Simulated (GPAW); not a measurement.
# Bi2Se3 (Paraguanajuatite) (R-3m) in GPAW: further runs

Aim: see how the results for Bi2Se3 (Paraguanajuatite) move with the level of theory and the settings. Levels: LDA, r2SCAN. Tasks: band structure.

Everything below comes from runs of GPAW 26.7.0. Logs are shortened: lines on timing, memory, paths and dates and some standing lists are left out, and cuts for length are marked. The log counts tension as positive stress, the text compression.

## 1. The crystal as given

Symmetry: R-3m, No. 166, trigonal system. The conventional cell has a = 4.143 Å, b = 4.143 Å, c = 28.636 Å, α = 90.00°, β = 90.00°, γ = 120.00°. Around Bi (site symmetry 3m) lie 6 Se at 2.85 to 3.07 Å. Around Se (site symmetry 3m) lie 3 Bi at 2.85 Å. Se (site symmetry -3m) is surrounded by 6 Bi at 3.07 Å.

## 2. Band structure, LDA

The input, run.py:

```python
from ase import Atoms
from ase.dft.bandgap import bandgap
from ase.io import write
from ase.units import GPa
from ase.parallel import parprint
from gpaw import GPAW, PW

atoms = Atoms(['Bi', 'Bi', 'Se', 'Se', 'Se'],
              cell=[[2.0715, 1.1959810826, 9.5453333333],
                    [-2.0715, 1.1959810826, 9.5453333333],
                    [0.0, -2.3919621653, 9.5453333333]],
              scaled_positions=[[0.5992, 0.5992, 0.5992],
                                [0.4008, 0.4008, 0.4008],
                                [0.7883, 0.7883, 0.7883],
                                [0.2117, 0.2117, 0.2117],
                                [0.0, 0.0, 0.0]],
              pbc=True)

calc = GPAW(mode=PW(600),
            xc='LDA',
            kpts={'size': (5, 5, 5), 'gamma': True},
            occupations={'name': 'fermi-dirac', 'width': 0.05},
            nbands=39,
            convergence={'density': 1e-05, 'energy': 1e-05},
            maxiter=150,
            txt='gpaw.txt')
atoms.calc = calc
energy = atoms.get_potential_energy()
forces = atoms.get_forces()
stress = atoms.get_stress()
calc.write('gs.gpw')
write('result.traj', atoms)
parprint(f'Energy: {energy:.6f} eV')
parprint('Forces (eV/A):')
parprint(forces.round(4))
parprint('Stress (GPa):', (stress / GPa).round(3))
parprint('Fermi level:', round(calc.get_fermi_level(), 4), 'eV')
parprint(f'Gap: {bandgap(calc)[0]:.4f} eV, direct: {bandgap(calc, direct=True)[0]:.4f} eV')

path = atoms.cell.bandpath('GLB1,BZGX,QFP1Z,LP', npoints=80, eps=1e-4)
bs_calc = calc.fixed_density(kpts=path, symmetry='off', nbands=64,
                             convergence={'bands': 'CBM+6.0', 'eigenstates': 1e-6}, txt='bands.txt')
bs = bs_calc.band_structure()
bs.write('bs.json')
parprint(f'Gap on the path: {bandgap(bs_calc)[0]:.4f} eV')
```

Potentials or basis: the program's PAW data sets (release 1.2.1) made for this functional, pw.

On the command line:

```console
$ OMP_NUM_THREADS=1 mpirun -n 4 gpaw python run.py
```

gpaw.txt:

```text
__  _  _
 | _ |_)|_||  |
 |__||  | ||/\| - 26.7.0

Input parameters:
  mode=PW(ecut=600.0),
  convergence={'density': 1e-05, 'energy': 1e-05},
  kpts=MonkhorstPack(size=(5, 5, 5), gamma=True),
  maxiter=150,
  nbands=39,
  occupations=Occupations(name='fermi-dirac', width=0.05),
  xc=XC(name='LDA')

Diagonalizing LCAO Hamiltonian
Converting LCAO to pw mode

       Se

       Bi

       Bi

       Se

       Se

Atoms  # Å, Bohr magnetons
|   | symbol |         x |         y |         z |    initial magnetic moments |
|---|--------|-----------|-----------|-----------|-----------------------------|
| 0 |     Bi | -0.000000 | -0.000000 | 17.158691 | ( 0.0000,  0.0000,  0.0000) |
| 1 |     Bi | -0.000000 | -0.000000 | 11.477309 | ( 0.0000,  0.0000,  0.0000) |
| 2 |     Se | -0.000000 | -0.000000 | 22.573759 | ( 0.0000,  0.0000,  0.0000) |
| 3 |     Se | -0.000000 | -0.000000 |  6.062241 | ( 0.0000,  0.0000,  0.0000) |
| 4 |     Se |  0.000000 |  0.000000 |  0.000000 | ( 0.0000,  0.0000,  0.0000) |

Unit cell  # Å
| periodic |         x |         y |        z |  lengths |    angles |
|----------|-----------|-----------|----------|----------|-----------|
|      yes |  2.071500 |  1.195981 | 9.545333 | 9.840471 | 24.304273 |
|      yes | -2.071500 |  1.195981 | 9.545333 | 9.840471 | 24.304273 |
|      yes |  0.000000 | -2.391962 | 9.545333 | 9.840471 | 24.304273 |

Number of symmetries: 12
Symmetry operations  # r_c * U_cc + t_c -> r_c
|    | kind |            matrix            |
|----|------|------------------------------|
|  0 |  E   |  1, 0, 0,  0, 1, 0,  0, 0, 1 |
|  1 |  σ   |  1, 0, 0,  0, 0, 1,  0, 1, 0 |
|  2 |  σ   |  0, 1, 0,  1, 0, 0,  0, 0, 1 |
|  3 |  C3  |  0, 1, 0,  0, 0, 1,  1, 0, 0 |
|  4 |  C3  |  0, 0, 1,  1, 0, 0,  0, 1, 0 |
|  5 |  σ   |  0, 0, 1,  0, 1, 0,  1, 0, 0 |
|  6 |  C2  |  0, 0,-1,  0,-1, 0, -1, 0, 0 |
|  7 |  S6  |  0, 0,-1, -1, 0, 0,  0,-1, 0 |
|  8 |  S6  |  0,-1, 0,  0, 0,-1, -1, 0, 0 |
|  9 |  C2  |  0,-1, 0, -1, 0, 0,  0, 0,-1 |
| 10 |  C2  | -1, 0, 0,  0, 0,-1,  0,-1, 0 |
| 11 |  i   | -1, 0, 0,  0,-1, 0,  0, 0,-1 |

BZ-sampling:
  Number of BZ points: 125
  Number of IBZ points: 19

  Monkhorst-Pack size: [5, 5, 5]
  Monkhorst-Pack shift: [0, 0, 0]

K-points  # in reciprocal-cell coordinates
|     |                                coordinates |     weight |
|-----|--------------------------------------------|------------|
|   0 | (  0.00000000,   0.00000000,   0.00000000) | 0.00800000 |
|   1 | (  0.20000000,   0.00000000,  -0.20000000) | 0.04800000 |
|   2 | (  0.20000000,   0.00000000,   0.00000000) | 0.04800000 |
|   3 | (  0.20000000,   0.20000000,  -0.20000000) | 0.04800000 |
|   4 | (  0.20000000,   0.20000000,   0.00000000) | 0.04800000 |
|   5 | (  0.20000000,   0.20000000,   0.20000000) | 0.01600000 |
|   6 | (  0.40000000,  -0.20000000,  -0.20000000) | 0.04800000 |
|   7 | (  0.40000000,   0.00000000,  -0.40000000) | 0.04800000 |
|   8 | (  0.40000000,   0.00000000,  -0.20000000) | 0.09600000 |
|   9 | (  0.40000000,   0.00000000,   0.00000000) | 0.04800000 |
| ... |                                            |            |
|  18 | (  0.40000000,   0.40000000,   0.40000000) | 0.01600000 |

Plane wave coefficients: 4756
Cutoff: 600.0 eV

Spin-components: 1 (collinear spins)
Bands:           39
Projectors:      27
Spin-degeneracy: 2
Datatype:        complex128

Parallelization:
  kpt:    4
  domain: 1
  band:   1

Density:
  Valence electrons: 48.0
  Components: 1
  Grid points: [56 56 56]
  Charge: 0.0  # |e|

Potential:
  Grid points: [56 56 56]

species:
  Bi:
    name:    Bismuth
    Z:       83.0
    valence: 15
    core:    68
    charge:  0.0  # [|e|]
    compensation charges:
      type: gauss
      rc: 0.38  # [Å]
      lmax: 2
    cutoffs:
      filter: 2.23  # [Å]
      core: 2.33  # [Å]
    projectors
    | kind |    occ | energy [eV] | rcut [Å] |
    |------|--------|-------------|----------|
    |   6s |  2.000 |     -14.665 |    1.286 |
    |   6p |  3.000 |      -4.777 |    1.275 |
    |   5d | 10.000 |     -27.225 |    1.349 |
    |    s |        |      12.546 |    1.286 |
    |    p |        |      22.434 |    1.275 |
    |    d |        |      -0.013 |    1.349 |

    Using partial waves for Bi as LCAO basis

  Se:
    name:    Selenium
    Z:       34.0
    valence: 6
    core:    28
    charge:  0.0  # [|e|]
    compensation charges:
      type: gauss
      rc: 0.27  # [Å]
      lmax: 2
    cutoffs:
      filter: 1.77  # [Å]
      core: 2.67  # [Å]
    projectors
    | kind |    occ | energy [eV] | rcut [Å] |
    |------|--------|-------------|----------|
    |   4s |  2.000 |     -17.472 |    0.847 |
    |   4p |  4.000 |      -6.656 |    1.005 |
    |    s |        |       9.739 |    0.847 |
    |    p |        |      20.555 |    1.005 |
    |    d |        |       0.000 |    0.847 |

    Using partial waves for Se as LCAO basis

Reference energy: -1367128.216271  # eV

eigensolver:
  PPCG
  Converge bands: occupied
  niter=2

density mixing:
  MSR1-Mixer
  Pratt-step length: 0.05
  Maximum mixing coefficient: 0.75
  Old densities: 10
  SVD Regularization: 0.005
  Good broyden scale: 1.0
  Trust region scale: 1.0
  Backstep threshold: 4.0
  History deletion threshold: 6.0
  Fourier metric: weight=20.0, sigma=0.015

occupation numbers:
  Fermi-Dirac:
    width: 0.0500  # eV

poisson solver:
  ecut: 4800.0  # eV

xc functional:
  name: None

convergence criteria:
- Maximum integral of absolute [dens]ity change: 1e-05 electrons / valence electron
- Maximum [total energy] change in last 3 cyles: 1e-05 eV / valence electron
- Maximum integral of absolute [eigenst]ate change: 4e-08 eV^2 / valence electron
maximum number of iterations: 150

SCF iterations
|iter     | |      energy | eigst |  dens |
|---------|-|-------------|-------|-------|
|iter:   1| |  -25.683177 | +0.05 |       |
|iter:   2| |  -25.566749 | -1.96 | -1.19 |
|iter:   3| |  -25.194250 | -2.41 | -1.26 |
|iter:   4| |  -25.084397 | -3.21 | -1.57 |
|iter:   5| |  -25.074385 | -3.81 | -1.94 |
|iter:   6| |  -25.073455 | -4.30 | -2.30 |
|iter:   7| |  -25.073557 | -5.40 | -3.39 |
|iter:   8| |  -25.073592c| -5.83 | -3.85 |
|iter:   9| |  -25.073594c| -6.60 | -4.32 |
|iter:  10| |  -25.073594c| -8.06c| -4.76 |
|iter:  11| |  -25.073594c| -8.40c| -5.53c|

Converged in 11 steps
Energy contributions relative to reference atoms: (reference = -1367128.216271)

Energy contributions:
  Kinetic:          54.434945
  Coulomb:         -52.865876
  Zero:             -2.830838
  External:          0.000000
  Xc:              -23.811279
  Entropy:          -0.001092
  Spinorbit:         0.000000
  ----------------------------
  Free energy:     -25.074141
  Extrapolated:    -25.073594

dipole moment: (-0.000000, 0.000000, -105.723271)  # |e|*Ang

Fermi level: 5.611
Eigenvalues  # (at kpt = [0.000, 0.000, 0.000])
| band index |      eig [eV] | occ [0-2] |
|------------|---------------|-----------|
|          0 |       -17.593 |     2.000 |
|        ... |               |           |
|         16 |         3.442 |     2.000 |
|         17 |         3.686 |     2.000 |
|         18 |         3.686 |     2.000 |
|         19 |         3.692 |     2.000 |
|         20 |         3.692 |     2.000 |
|         21 |         4.378 |     2.000 |
[... 8 lines left out ...]
|         30 |        11.354 |     0.000 |
|         31 |        12.498 |     0.000 |
|        ... |               |           |
|         38 |        14.234 |     0.000 |

Gap: 0.088 eV
Transition (v -> c):
  (s=0, k=0, n=23, [0.00, 0.00, 0.00]) -> (s=0, k=0, n=24, [0.00, 0.00, 0.00])
No difference between direct/indirect transitions

Forces  # eV/Ang
|       x |        y |        z |
|---------|----------|----------|
| 0.00000 | -0.00000 |  0.16869 |  # Bi   0
| 0.00000 |  0.00000 | -0.16869 |  # Bi   1
| 0.00000 | -0.00000 |  0.00714 |  # Se   2
| 0.00000 |  0.00000 | -0.00714 |  # Se   3
| 0.00000 |  0.00000 | -0.00000 |  # Se   4

Stress tensor  # eV/Ang^3
|         x |         y |        z |
|-----------|-----------|----------|
|  0.012172 | -0.000000 | 0.000000 |
| -0.000000 |  0.012172 | 0.000000 |
|  0.000000 |  0.000000 | 0.012865 |

# Writing to gs.gpw (mode='')
```

stdout:

```text
<dir> UserWarning: The angles between your unit-cell vectors are 24.3, 24.3 and 24.3 degrees.  Results may be wrong!  Please Niggli-reduce your unit-cell so that the angles are closer to 90 degrees:

  from ase.build import niggli_reduce
  niggli_reduce(atoms)

  warnings.warn(
<dir> UserWarning: The angles between your unit-cell vectors are 24.3, 24.3 and 24.3 degrees.  Results may be wrong!  Please Niggli-reduce your unit-cell so that the angles are closer to 90 degrees:

  from ase.build import niggli_reduce
  niggli_reduce(atoms)

  warnings.warn(
<dir> UserWarning: The angles between your unit-cell vectors are 24.3, 24.3 and 24.3 degrees.  Results may be wrong!  Please Niggli-reduce your unit-cell so that the angles are closer to 90 degrees:

  from ase.build import niggli_reduce
  niggli_reduce(atoms)

  warnings.warn(
<dir> UserWarning: The angles between your unit-cell vectors are 24.3, 24.3 and 24.3 degrees.  Results may be wrong!  Please Niggli-reduce your unit-cell so that the angles are closer to 90 degrees:

  from ase.build import niggli_reduce
  niggli_reduce(atoms)

  warnings.warn(
Energy: -25.073594 eV
Forces (eV/A):
[[ 0.     -0.      0.1687]
 [ 0.      0.     -0.1687]
 [ 0.     -0.      0.0071]
 [ 0.      0.     -0.0071]
 [ 0.      0.     -0.    ]]
Stress (GPa): [ 1.95   1.95   2.061  0.     0.    -0.   ]
Fermi level: 5.6113 eV
Gap: 0.0882 eV, direct: 0.0882 eV
Gap on the path: 0.0882 eV
```

bands.txt:

```text
Diagonalizing LCAO Hamiltonian
Converting LCAO to pw mode
convergence criteria:
- Maximum integral of absolute [eigenst]ate change: 1e-06 eV^2 / valence electron
maximum number of iterations: 150

SCF iterations
|iter     | |      energy | eigst |  dens |
|---------|-|-------------|-------|-------|
|iter:   1| |             | +0.89 |       |
[... 86 lines left out ...]
         [ 0.53725394,  0.53725394,  0.42549212],
         [ 0.52483596,  0.52483596,  0.45032808],
         [ 0.51241798,  0.51241798,  0.47516404],
         [ 0.5       ,  0.5       ,  0.5       ],
         [ 0.5       ,  0.        ,  0.        ],
         [ 0.60762249,  0.11285542,  0.11285542],
         [ 0.71524498,  0.22571084,  0.22571084],
         [ 0.82286747,  0.33856627,  0.33856627]])),
  maxiter=150,
  nbands=64,
  occupations=Occupations(name='fermi-dirac', width=0.05),
  symmetry=Symmetry(point_group=False, time_reversal=False),
  xc=XC(name='LDA')
```

Wall time 3.7 min (4 MPI ranks of Arm Neoverse V2, shared host); peak memory 0.66 GiB.

Results:

```yaml
Free_energy: -25.0741 eV
Pressure: -2.0 GPa
Largest_force: 0.169 eV/Å
Band_gap_on_the_k_mesh: 0.09 eV, direct
Band_gap_along_the_path: 0.09 eV, direct
```

Forces on the atoms (eV/Å):
```
Bi   0.000  0.000  0.169
Bi   0.000  0.000 -0.169
Se   0.000  0.000  0.007
Se   0.000  0.000 -0.007
Se   0.000  0.000  0.000
```

Stress tensor (GPa, compression positive):
```
-1.95  0.00  0.00
 0.00 -1.95  0.00
 0.00  0.00 -2.06
```

Levels at the corners of the path, in eV from the valence-band top:
| point | band 22 | band 23 | band 24 | band 25 | band 26 | band 27 |
| --- | --- | --- | --- | --- | --- | --- |
| Γ | -1.19 | -1.19 | 0.00 | 0.09 | 1.32 | 1.32 |
| L | -2.16 | -1.22 | -0.55 | 0.73 | 1.85 | 2.86 |
| B1 | -1.89 | -1.06 | -0.70 | 1.56 | 2.14 | 2.78 |
| B | -1.89 | -1.06 | -0.70 | 1.56 | 2.14 | 2.78 |
| Z | -1.35 | -1.35 | -0.50 | 0.55 | 1.63 | 1.63 |
| Γ | -1.19 | -1.19 | 0.00 | 0.09 | 1.32 | 1.32 |
| X | -1.75 | -1.23 | -0.68 | 1.57 | 2.43 | 2.53 |
| Q | -1.75 | -1.23 | -0.68 | 1.57 | 2.43 | 2.53 |
| F | -1.90 | -1.62 | -1.00 | 1.24 | 1.88 | 2.53 |
| P1 | -1.50 | -1.41 | -1.15 | 1.22 | 1.95 | 2.29 |
| Z | -1.35 | -1.35 | -0.50 | 0.55 | 1.63 | 1.63 |
| L | -2.16 | -1.22 | -0.55 | 0.73 | 1.85 | 2.86 |
| P | -1.50 | -1.41 | -1.15 | 1.22 | 1.95 | 2.29 |

Caveat: spin-orbit coupling is left out, which as a rule narrows the gap of such compounds by several tenths of an eV; the program warned that so skewed a cell can give wrong results.

## 3. Band structure, r2SCAN

Changes to run.py since step 2:

```diff
@@ -19,3 +19,3 @@
 calc = GPAW(mode=PW(600),
-            xc='LDA',
+            xc='MGGA_X_R2SCAN+MGGA_C_R2SCAN',
             kpts={'size': (5, 5, 5), 'gamma': True},
```

Potentials or basis: GPAW PAW data sets (gpaw-data 1.2.1), pw.

On the command line:

```console
$ OMP_NUM_THREADS=1 mpirun -n 4 gpaw python run.py
```

Run time: 17 min. Hardware: 4 MPI ranks of Arm Neoverse V1, shared host; peak memory 0.81 GiB.

It converged, with:

```
Free energy             : -83.4232 eV
Pressure                : 1.4 GPa
Largest force           : 0.081 eV/Å
Band gap on the k mesh  : 0.47 eV, direct
Band gap along the path : 0.47 eV, direct
```

Forces in eV/Å, atoms in the order of the input:
```
Bi   0.000  0.000  0.081
Bi   0.000  0.000 -0.081
Se   0.000  0.000 -0.053
Se   0.000  0.000  0.053
Se   0.000  0.000  0.000
```

Stress tensor (GPa, compression positive):
```
1.28 0.00 0.00
0.00 1.28 0.00
0.00 0.00 1.51
```

Levels at the corners of the path, in eV from the valence-band top:
```csv
point,band 22,band 23,band 24,band 25,band 26,band 27
Γ,-1.37,-1.37,0.00,0.47,1.51,1.51
L,-2.26,-1.40,-0.59,1.06,2.07,3.20
B1,-2.01,-1.17,-0.76,1.88,2.44,3.06
B,-2.01,-1.17,-0.76,1.88,2.44,3.06
Z,-1.54,-1.50,-0.42,0.81,1.82,1.82
Γ,-1.37,-1.37,0.00,0.47,1.51,1.51
X,-1.89,-1.30,-0.76,1.88,2.73,2.80
Q,-1.89,-1.30,-0.76,1.88,2.73,2.80
F,-1.95,-1.80,-1.06,1.54,2.14,2.74
P1,-1.68,-1.52,-1.13,1.51,2.23,2.51
Z,-1.54,-1.50,-0.42,0.81,1.82,1.82
L,-2.26,-1.40,-0.59,1.06,2.07,3.20
P,-1.68,-1.52,-1.13,1.51,2.23,2.51
```

Caveat: the PAW data sets were made with another functional, which shifts forces and pressure a little; spin-orbit coupling is left out, which as a rule narrows the gap of such compounds by several tenths of an eV; the program warned that so skewed a cell can give wrong results.
